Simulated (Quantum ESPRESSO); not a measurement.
# CoO (P3m1) in Quantum ESPRESSO: single point with PBE

Aim: the single point of CoO with PBE.

Everything below comes from runs of Quantum ESPRESSO 7.5. Logs are shortened: lines on timing, memory, paths and dates and some standing lists are left out, and cuts for length are marked.

### Step 1. The crystal as given

It takes space group P6_3mc (No. 186, hexagonal). The conventional cell has a = 3.198 Å, b = 3.198 Å, c = 5.229 Å, α = 90.00°, β = 90.00°, γ = 120.00°. Around Co (site symmetry 3m) lie 4 O at 1.93 to 1.97 Å. O (site symmetry 3m) is surrounded by 4 Co at 1.93 to 1.97 Å.

Measurements of this composition are mostly on another form, of space group No. 225.

### Step 2. Single point, PBE, collinear spin, ferromagnetic start

pw.in

```
&CONTROL
  calculation = 'scf'
  prefix = 'pwscf'
  outdir = './tmp'
  pseudo_dir = './pseudo'
  tprnfor = .true.
  tstress = .true.
  disk_io = 'nowf'
/
&SYSTEM
  ibrav = 0
  nat = 4
  ntyp = 2
  ecutwfc = 55
  ecutrho = 440
  nbnd = 35
  occupations = 'smearing'
  smearing = 'fd'
  degauss = 0.00367493
  nspin = 2
  starting_magnetization(1) = 0.2059
  starting_magnetization(2) = 0
/
&ELECTRONS
  conv_thr = 8d-10
  electron_maxstep = 120
  mixing_beta = 0.3
/
ATOMIC_SPECIES
Co    58.9332 Co_pbe_v1.2.uspp.F.UPF
O     15.9990 O.pbe-n-kjpaw_psl.0.1.UPF
CELL_PARAMETERS angstrom
   3.1976457435    0.0000000000    0.0000000000
  -1.5988228718    2.7692424462    0.0000000000
   0.0000000000    0.0000000000    5.2287097100
ATOMIC_POSITIONS crystal
Co     0.3333333333    0.6666666667    0.5033624100
Co     0.0000000000    0.0000000000    0.0034741400
O      0.3333333333    0.6666666667    0.8715556000
O      0.0000000000    0.0000000000    0.3716088500
K_POINTS automatic
10 10 5 0 0 0
```

Potentials or basis: SSSP 1.3 efficiency PBE.

The run is started by

```
> OMP_NUM_THREADS=1 pw.x -in pw.in > pw.out
```

pw.out:

```text
This program is part of the open-source Quantum ESPRESSO suite
     for quantum simulation of materials; please cite
         "P. Giannozzi et al., J. Phys.:Condens. Matter 21 395502 (2009);
         "P. Giannozzi et al., J. Phys.:Condens. Matter 29 465901 (2017);
         "P. Giannozzi et al., J. Chem. Phys. 152 154105 (2020);
     in publications or presentations arising from this work. More details at

     file O.pbe-n-kjpaw_psl.0.1.UPF: wavefunction(s)  2P renormalized
     Message from routine setup:
     using ibrav=0 with symmetry is DISCOURAGED, use correct ibrav instead

     G-vector sticks info
     --------------------
     sticks:   dense  smooth     PW     G-vecs:    dense   smooth      PW
     Sum        1111     559    163                48647    17297    2779

     Using Slab Decomposition

     bravais-lattice index     =            0
     lattice parameter (alat)  =       6.0427  a.u.
     unit-cell volume          =     312.4514 (a.u.)^3
     number of atoms/cell      =            4
     number of atomic types    =            2
     number of electrons       =        46.00
     number of Kohn-Sham states=           35
     kinetic-energy cutoff     =      55.0000  Ry
     charge density cutoff     =     440.0000  Ry
     scf convergence threshold =      8.0E-10
     mixing beta               =       0.3000
     number of iterations used =            8  plain     mixing
     Exchange-correlation= SLA  PW   PBX  PBC
                           (   1   4   3   4   0   0   0)

     celldm(1)=   6.042675  celldm(2)=   0.000000  celldm(3)=   0.000000
     celldm(4)=   0.000000  celldm(5)=   0.000000  celldm(6)=   0.000000

     crystal axes: (cart. coord. in units of alat)
               a(1) = (   1.000000   0.000000   0.000000 )
               a(2) = (  -0.500000   0.866025   0.000000 )
               a(3) = (   0.000000   0.000000   1.635175 )

     reciprocal axes: (cart. coord. in units 2 pi/alat)
               b(1) = (  1.000000  0.577350 -0.000000 )
               b(2) = (  0.000000  1.154701  0.000000 )
               b(3) = (  0.000000 -0.000000  0.611555 )

     PseudoPot. # 1 for Co read from file:
     Co_pbe_v1.2.uspp.F.UPF
     Pseudo is Ultrasoft + core correction, Zval = 17.0
     Generated by new atomic code, or converted to UPF format
     Using radial grid of  863 points,  6 beta functions with:
                l(1) =   0
                l(2) =   0
                l(3) =   1
                l(4) =   1
                l(5) =   2
                l(6) =   2
     Q(r) pseudized with  8 coefficients,  rinner =    1.200   1.200   1.200
                                                       1.200   1.200

     PseudoPot. # 2 for O  read from file:
     O.pbe-n-kjpaw_psl.0.1.UPF
     Pseudo is Projector augmented-wave + core cor, Zval =  6.0
     Generated using "atomic" code by A. Dal Corso  v.5.0.99 svn rev. 10869
     Shape of augmentation charge: BESSEL
     Using radial grid of 1095 points,  4 beta functions with:
                l(1) =   0
                l(2) =   0
                l(3) =   1
                l(4) =   1
     Q(r) pseudized with 0 coefficients

     atomic species   valence    mass     pseudopotential
     Co               17.00    58.93320     Co( 1.00)
     O                 6.00    15.99900     O ( 1.00)

     Starting magnetic structure
     atomic species   magnetization
     Co              0.206
     O               0.000

      6 Sym. Ops. (no inversion) found

   Cartesian axes

     site n.     atom                  positions (alat units)
         1        Co     tau(   1) = (  -0.0000000   0.5773503   0.8230855  )
         2        Co     tau(   2) = (   0.0000000   0.0000000   0.0056808  )
         3        O      tau(   3) = (  -0.0000000   0.5773503   1.4251457  )
         4        O      tau(   4) = (   0.0000000   0.0000000   0.6076454  )

     number of k points=    58  Fermi-Dirac smearing, width (Ry)=  0.0037
                       cart. coord. in units 2pi/alat
        k(    1) = (   0.0000000   0.0000000   0.0000000), wk =   0.0020000
        k(    2) = (   0.0000000   0.0000000   0.1223111), wk =   0.0040000
        k(    3) = (   0.0000000   0.0000000   0.2446222), wk =   0.0040000
        k(    4) = (   0.0000000   0.1154701   0.0000000), wk =   0.0120000
        k(    5) = (   0.0000000   0.1154701   0.1223111), wk =   0.0120000
        k(    6) = (   0.0000000   0.1154701   0.2446222), wk =   0.0120000
[... 50 lines left out ...]
        k(   57) = (  -0.2000000  -0.4618802   0.1223111), wk =   0.0240000
        k(   58) = (  -0.2000000  -0.4618802   0.2446222), wk =   0.0240000

     Dense  grid:    48647 G-vectors     FFT dimensions: (  45,  45,  72)

     Smooth grid:    17297 G-vectors     FFT dimensions: (  30,  30,  48)

     Check: negative core charge=   -0.000024
     Generating pointlists ...
     new r_m :   0.2483 (alat units)  1.5005 (a.u.) for type    1
     new r_m :   0.2483 (alat units)  1.5005 (a.u.) for type    2

     Initial potential from superposition of free atoms

     starting charge      44.0000, renormalised to      46.0000
     Starting wfcs are   34 randomized atomic wfcs +    1 random wfcs

     Self-consistent Calculation

     iteration #  1     ecut=    55.00 Ry     beta= 0.30
     Davidson diagonalization with overlap
     ethr =  1.00E-02,  avg # of iterations =  4.2

     total energy              =    -675.35878719 Ry
     estimated scf accuracy    <      15.80489289 Ry

     total magnetization       =     6.59 Bohr mag/cell
     absolute magnetization    =     6.69 Bohr mag/cell

     iteration #  2     ecut=    55.00 Ry     beta= 0.30
     Davidson diagonalization with overlap
     ethr =  1.00E-02,  avg # of iterations =  2.6

     total energy              =    -677.93095842 Ry
     estimated scf accuracy    <      16.61331060 Ry

     total magnetization       =     1.08 Bohr mag/cell
     absolute magnetization    =     1.11 Bohr mag/cell

     iteration #  3     ecut=    55.00 Ry     beta= 0.30
     Davidson diagonalization with overlap
     ethr =  1.00E-02,  avg # of iterations =  2.0

     total energy              =    -680.18597469 Ry
     estimated scf accuracy    <       0.35431359 Ry

     total magnetization       =     6.04 Bohr mag/cell
     absolute magnetization    =     6.08 Bohr mag/cell

     iteration #  4     ecut=    55.00 Ry     beta= 0.30
     Davidson diagonalization with overlap
     ethr =  7.70E-04,  avg # of iterations =  1.3

     total energy              =    -680.19506494 Ry
     estimated scf accuracy    <       0.08630475 Ry

     total magnetization       =     6.00 Bohr mag/cell
     absolute magnetization    =     6.02 Bohr mag/cell

     iteration #  5     ecut=    55.00 Ry     beta= 0.30
     Davidson diagonalization with overlap
     ethr =  1.88E-04,  avg # of iterations =  1.1

     total energy              =    -680.18528206 Ry
     estimated scf accuracy    <       0.67157523 Ry

     total magnetization       =     5.98 Bohr mag/cell
     absolute magnetization    =     6.00 Bohr mag/cell

     iteration #  6     ecut=    55.00 Ry     beta= 0.30
     Davidson diagonalization with overlap
     ethr =  1.88E-04,  avg # of iterations =  1.0

     total energy              =    -680.20605759 Ry
     estimated scf accuracy    <       0.01659208 Ry

     total magnetization       =     5.89 Bohr mag/cell
     absolute magnetization    =     5.89 Bohr mag/cell

     iteration #  7     ecut=    55.00 Ry     beta= 0.30
     Davidson diagonalization with overlap
     ethr =  3.61E-05,  avg # of iterations =  1.6

     total energy              =    -680.20927272 Ry
     estimated scf accuracy    <       0.00221082 Ry

     total magnetization       =     5.94 Bohr mag/cell
     absolute magnetization    =     5.96 Bohr mag/cell
[... 68 lines left out ...]
     total magnetization       =     5.94 Bohr mag/cell
     absolute magnetization    =     5.95 Bohr mag/cell

     iteration # 15     ecut=    55.00 Ry     beta= 0.30
     Davidson diagonalization with overlap
     ethr =  7.39E-10,  avg # of iterations =  2.0

     total energy              =    -680.21067983 Ry
     estimated scf accuracy    <       0.00000007 Ry

     total magnetization       =     5.94 Bohr mag/cell
     absolute magnetization    =     5.95 Bohr mag/cell

     iteration # 16     ecut=    55.00 Ry     beta= 0.30
     Davidson diagonalization with overlap
     ethr =  1.56E-10,  avg # of iterations =  1.0

     total energy              =    -680.21067985 Ry
     estimated scf accuracy    <       0.00000006 Ry

     total magnetization       =     5.94 Bohr mag/cell
     absolute magnetization    =     5.95 Bohr mag/cell

     iteration # 17     ecut=    55.00 Ry     beta= 0.30
     Davidson diagonalization with overlap
     ethr =  1.33E-10,  avg # of iterations =  1.0

     total energy              =    -680.21067987 Ry
     estimated scf accuracy    <       0.00000067 Ry

     total magnetization       =     5.94 Bohr mag/cell
     absolute magnetization    =     5.95 Bohr mag/cell

     iteration # 18     ecut=    55.00 Ry     beta= 0.30
     Davidson diagonalization with overlap
     ethr =  1.33E-10,  avg # of iterations =  1.0

     total energy              =    -680.21067990 Ry
     estimated scf accuracy    <          1.4E-09 Ry

     total magnetization       =     5.94 Bohr mag/cell
     absolute magnetization    =     5.95 Bohr mag/cell

     iteration # 19     ecut=    55.00 Ry     beta= 0.30
     Davidson diagonalization with overlap
     ethr =  3.00E-12,  avg # of iterations =  2.0

     Magnetic moment per site  (integrated on atomic sphere of radius R)
     atom   1 (R=0.248)  charge= 14.1529  magn=  2.3727
     atom   2 (R=0.248)  charge= 14.1529  magn=  2.3728
     atom   3 (R=0.248)  charge=  5.3092  magn=  0.3349
     atom   4 (R=0.248)  charge=  5.3094  magn=  0.3347

     End of self-consistent calculation

     Number of k-points >= 100: set verbosity='high' to print the bands.

     the Fermi energy is    10.9179 ev

!    total energy              =    -680.21067991 Ry
     estimated scf accuracy    <          3.8E-10 Ry
     smearing contrib. (-TS)   =      -0.00239118 Ry
     internal energy E=F+TS    =    -680.20828873 Ry

     The total energy is F=E-TS. E is the sum of the following terms:
     one-electron contribution =    -433.05014428 Ry
     hartree contribution      =     238.58841235 Ry
     xc contribution           =     -80.23994268 Ry
     ewald contribution        =    -386.47915626 Ry
     one-center paw contrib.   =     -19.02745787 Ry

     total magnetization       =     5.94 Bohr mag/cell
     absolute magnetization    =     5.95 Bohr mag/cell

     convergence has been achieved in  19 iterations

     Forces acting on atoms (cartesian axes, Ry/au):

     atom    1 type  1   force =     0.00000000    0.00000000   -0.00961012
     atom    2 type  1   force =     0.00000000    0.00000000   -0.00985570
     atom    3 type  2   force =     0.00000000   -0.00000000    0.00973297
     atom    4 type  2   force =     0.00000000    0.00000000    0.00973285

     Total force =     0.019467     Total SCF correction =     0.000049

     Computing stress (Cartesian axis) and pressure

          total   stress  (Ry/bohr**3)                   (kbar)     P=        3.82
  -0.00005622  -0.00000000   0.00000000           -8.27       -0.00        0.00
  -0.00000000  -0.00005622  -0.00000000           -0.00       -8.27       -0.00
   0.00000000   0.00000000   0.00019042            0.00        0.00       28.01

=------------------------------------------------------------------------------=
   JOB DONE.
=------------------------------------------------------------------------------=
```

Wall time 4.3 min (1 thread of Arm Neoverse V1, shared host); peak memory 0.36 GiB.

What came out:

- Free energy: -9254.7378 eV
- Pressure: 0.4 GPa
- Largest force: 0.253 eV/Å
- Band gap on the k mesh: none (metal or under the smearing width)
- Net moment: 5.94 μB per cell
- Absolute moment: 5.95 μB per cell
- Site moments: Co +2.37; O +0.33 μB
- Valence electrons inside the program's atomic spheres: Co 14.15; O 5.31

Forces in eV/Å, atoms in the order of the input:
```
Co   0.000  0.000 -0.247
Co   0.000  0.000 -0.253
O    0.000  0.000  0.250
O    0.000  0.000  0.250
```

Caveat: semilocal functionals often make such compounds metallic where correlation or magnetic order opens a gap, which also shifts bond lengths.
